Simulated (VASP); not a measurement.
# Sm (I4/mmm) in VASP: a series of runs, part 3 of 3

VASP 6.6.1. Earlier steps stand in the parts before.

## Step 5: Single point, PBE, collinear spin, ferromagnetic start

The input, run.py:

```python
from ase.calculators.vasp import Vasp
from ase.dft.bandgap import bandgap
from ase.io import read

atoms = read('Sm.cif', primitive_cell=True, subtrans_included=False)
atoms.set_initial_magnetic_moments([5.0])
calc = Vasp(
    directory='calc',
    xc='pbe',
    pp='PBE',
    setups='materialsproject',
    prec='Accurate',
    encut=520,
    ediff=1e-06,
    ismear=0,
    sigma=0.05,
    lreal=False,
    lasph=True,
    nelm=120,
    algo='Fast',
    isif=2,
    lwave=False,
    lcharg=True,
    ispin=2,
    lorbit=11,
    lmaxmix=6,
    lelf=True,
    lvhar=True,
    kpts=[10, 10, 10],
    gamma=True,
)
atoms.calc = calc

print('energy (eV):', atoms.get_potential_energy())
print('free energy (eV):', atoms.get_potential_energy(force_consistent=True))
print('forces (eV/A):')
print(atoms.get_forces())
print('stress (eV/A^3, Voigt):', atoms.get_stress())
print('Fermi level (eV):', calc.get_fermi_level())
print('moment (muB):', atoms.get_magnetic_moment())
print('site moments (muB):', atoms.get_magnetic_moments())
gap, top, bottom = bandgap(calc)
print('band gap (eV):', gap, 'from (spin, k, band)', top, 'to', bottom)
```

The input, Sm.cif:

```cif
data_Sm
_cell_length_a 3.63460614
_cell_length_b 3.63460614
_cell_length_c 5.12197438
_cell_angle_alpha 90.00000000
_cell_angle_beta 90.00000000
_cell_angle_gamma 90.00000000
_space_group_name_H-M_alt 'I4/mmm'
_space_group_name_Hall '-I 4 2'
_space_group_IT_number 139
loop_
_space_group_symop_operation_xyz
'x,y,z'
'-x,-y,-z'
'-y,x,z'
'y,-x,-z'
'-x,-y,z'
'x,y,-z'
'y,-x,z'
'-y,x,-z'
'x,-y,-z'
'-x,y,z'
'-y,-x,-z'
'y,x,z'
'-x,y,-z'
'x,-y,z'
'y,x,-z'
'-y,-x,z'
'x+1/2,y+1/2,z+1/2'
'-x+1/2,-y+1/2,-z+1/2'
'-y+1/2,x+1/2,z+1/2'
'y+1/2,-x+1/2,-z+1/2'
'-x+1/2,-y+1/2,z+1/2'
'x+1/2,y+1/2,-z+1/2'
'y+1/2,-x+1/2,z+1/2'
'-y+1/2,x+1/2,-z+1/2'
'x+1/2,-y+1/2,-z+1/2'
'-x+1/2,y+1/2,z+1/2'
'-y+1/2,-x+1/2,-z+1/2'
'y+1/2,x+1/2,z+1/2'
'-x+1/2,y+1/2,-z+1/2'
'x+1/2,-y+1/2,z+1/2'
'y+1/2,x+1/2,-z+1/2'
'-y+1/2,-x+1/2,z+1/2'
loop_
_atom_site_label
_atom_site_type_symbol
_atom_site_symmetry_multiplicity
_atom_site_Wyckoff_symbol
_atom_site_fract_x
_atom_site_fract_y
_atom_site_fract_z
_atom_site_occupancy
Sm1 Sm 2 a 0.0000000000 0.0000000000 0.0000000000 1
```

Potentials or basis: VASP PAW PBE potentials, release 64 (Sm_3), 4f in core.

Launch:

```sh
$ python run.py
```

What it wrote:

```text
energy (eV): -4.64081212
free energy (eV): -4.64121152
forces (eV/A):
[[-0.  0.  0.]]
stress (eV/A^3, Voigt): [ 0.0013764   0.0013764   0.00049821 -0.         -0.         -0.        ]
Fermi level (eV): 3.04468824
moment (muB): -0.0003466
site moments (muB): [-0.]
band gap (eV): 0.0 from (spin, k, band) (None, None, None) to (None, None, None)
```

OUTCAR:

```text
ENCUT = 520.000000
   EDIFF = 1.00e-06
   GGA = PE
   PREC = Accurate
   ISIF = 2
   ISMEAR = 0
   ISPIN = 2
   LORBIT = 11
   NELM = 120
   LASPH = .TRUE.
   LREAL = .FALSE.

 ion  position               nearest neighbor table
   1  0.000  0.000  0.000-

  LATTYP: Found a body centered tetragonal cell.
 ALAT       =     3.6346061400
 C/A-ratio  =     1.4092240487

  Lattice vectors:

[... 940 lines left out ...]
 -----------------------------------------------------------------------------
  energy-cutoff  :      520.00
  volume of cell :       33.83
      direct lattice vectors                 reciprocal lattice vectors
    -1.817303070  1.817303070  2.560987190     0.000000000  0.275132975  0.195237212
     1.817303070 -1.817303070  2.560987190     0.275132975  0.000000000  0.195237212
     1.817303070  1.817303070 -2.560987190     0.275132975  0.275132975  0.000000000

 POSITION                                       TOTAL-FORCE (eV/Angst)
 -----------------------------------------------------------------------------------
      0.00000      0.00000      0.00000        -0.000000      0.000000      0.000000
 -----------------------------------------------------------------------------------
    total drift:                                0.000000      0.000000      0.000000

  FREE ENERGIE OF THE ION-ELECTRON SYSTEM (eV)
  ---------------------------------------------------
  free  energy   TOTEN  =        -4.6412115217 eV

  energy  without entropy=       -4.6404127212  energy(sigma->0) =       -4.64081212

 total charge

# of ion       s       p       d       tot
------------------------------------------
    1        2.219   5.874   0.981   9.074

 magnetization (x)

# of ion       s       p       d       tot
------------------------------------------
    1        0.000  -0.000  -0.000  -0.000
```

INCAR:

```text
ENCUT = 520.000000
SIGMA = 0.050000
EDIFF = 1.00e-06
ALGO = Fast
GGA = PE
PREC = Accurate
ISIF = 2
ISMEAR = 0
ISPIN = 2
LMAXMIX = 6
LORBIT = 11
NELM = 120
LASPH = .TRUE.
LCHARG = .TRUE.
LELF = .TRUE.
LVHAR = .TRUE.
LWAVE = .FALSE.
LREAL = .FALSE.
MAGMOM = 1*5.0000
```

Wall time 54 s (1 thread of AMD EPYC 9R14 (Zen 4), shared host); peak memory 0.19 GiB.

Results:

- Free energy: -4.6412 eV
- Pressure: -0.2 GPa
- Band gap on the k mesh: none (metal or under the smearing width)
- Net moment: 0.00 μB per cell
- Valence electrons inside the program's atomic spheres: Sm 9.07

Caveat: the magnetic or orbital state may not be the lowest; spin-orbit coupling is left out, which moves the levels of the heavy elements; the 4f electrons are frozen in the core as for a trivalent ion, so they carry no moment and show no levels. The state reached can hang on the start; a lower one may exist.

## Step 6: Single point, PBE, collinear spin, ferromagnetic start

The input, INCAR:

```
SYSTEM = Sm
PREC = Accurate
ENCUT = 520
EDIFF = 1E-6
ISMEAR = -1
SIGMA = 0.05
LREAL = .False.
LASPH = .True.
NELM = 120
ALGO = Normal
ISIF = 2
LWAVE = .False.
LCHARG = .False.
ISPIN = 2
MAGMOM = 6.5
LORBIT = 11
LMAXMIX = 6
GGA = PE
NBANDS = 18
```

The input, KPOINTS:

```
regular mesh
0
Gamma
  10 10 10
  0 0 0
```

The input, POSCAR:

```
Sm
1.0
   -1.8173030691      1.8173030691      2.5609871902
    1.8173030691     -1.8173030691      2.5609871902
    1.8173030691      1.8173030691     -2.5609871902
Sm
1
Direct
    0.0000000000      0.0000000000      0.0000000000
```

Potentials or basis: VASP PAW PBE potentials, release 64 (Sm).

Launch:

```sh
$ cat potpaw_PBE.64/Sm/POTCAR > POTCAR
$ mpirun -np 1 vasp_std > vasp.out
```

Wall time 2.9 min (1 thread of Intel Xeon Platinum 8488C (Sapphire Rapids), shared host); peak memory 0.26 GiB.

The run converged. Its results:

```
Free energy                                           : -9.3205 eV
Pressure                                              : 2.8 GPa
Band gap on the k mesh                                : none (metal or under the smearing width)
Net moment                                            : 6.56 μB per cell
Site moments                                          : Sm +5.71 μB
Valence electrons inside the program's atomic spheres : Sm 13.66
```

Levels at points of the mesh, in eV from the Fermi level:
Spin up:
```
           k point  band 8  band 9  band 10  band 11  band 12  band 13  band 14  band 15  band 16  band 17
(0.00, 0.00, 0.00)   -0.24   -0.24    -0.23    -0.23    -0.22     1.80     1.80     1.83     4.28     4.33
(0.50, 0.00, 0.00)   -0.39   -0.23    -0.03    -0.03    -0.03     1.60     1.61     1.63     6.15     6.18
(0.50, 0.50, 0.00)   -0.46   -0.46    -0.17    -0.05    -0.05     0.10     3.15     6.23     6.70     6.74
(0.50, 0.50, 0.50)   -0.46   -0.46    -0.18    -0.05    -0.05     0.10     3.19     6.22     6.72     6.72
```
Spin down:
| k point | band 3 | band 4 | band 5 | band 6 | band 7 | band 8 |
| --- | --- | --- | --- | --- | --- | --- |
| (0.00, 0.00, 0.00) | -17.06 | -17.05 | -3.25 | 2.95 | 3.07 | 3.07 |
| (0.50, 0.00, 0.00) | -17.20 | -17.19 | -0.79 | 2.48 | 2.77 | 2.81 |
| (0.50, 0.50, 0.00) | -17.45 | -17.44 | -1.04 | 0.09 | 3.43 | 3.64 |
| (0.50, 0.50, 0.50) | -17.45 | -17.45 | -1.04 | 0.08 | 3.44 | 3.64 |

Caveat: the magnetic or orbital state may not be the lowest; spin-orbit coupling is left out, which moves the levels of the heavy elements. The state reached can hang on the start; a lower one may exist.

## Step 7: For comparison

An earlier run on the cell as given: functional PBE; potentials or basis VASP PAW PBE potentials, release 64 (Sm); cutoff 520 eV; k mesh 10 × 10 × 10; occupations fermi-dirac, width 0.05 eV; collinear spin, ferromagnetic start; starting moments [5.0] μB.

- Pressure: 2.8 GPa
- Band gap on the k mesh: none (metal or under the smearing width)
- Net moment: 6.56 μB per cell
- Site moments: Sm +5.71 μB
- Valence electrons inside the program's atomic spheres: Sm 13.66

## Step 8: Summary

| potentials or basis | smearing | gap on the mesh (eV) | pressure (GPa) | moment (μB) |
| --- | --- | --- | --- | --- |
| VASP PAW PBE potentials, release 64 (Sm) | gaussian 0.1 eV | none | 2.7 | 6.56 |
| VASP PAW PBE potentials, release 64 (Sm_3), 4f in core | gaussian 0.05 eV | none | -0.2 | 0.00 |
| VASP PAW PBE potentials, release 64 (Sm) | fermi-dirac 0.05 eV | none | 2.8 | 6.56 |

Alike in all rows: task single point; level PBE; spin collinear, ferromagnetic start; cell as given; k mesh 10 × 10 × 10; cutoff (eV) 520.

Caveats: the magnetic or orbital state may not be the lowest; spin-orbit coupling is left out, which moves the levels of the heavy elements; ASE's xc='lda' writes no GGA tag, so the PBE potentials set the functional and the run is PBE (some runs); the 4f electrons are frozen in the core as for a trivalent ion, so they carry no moment and show no levels (some runs).

Absolute energies hang on the potentials; compare differences alone.
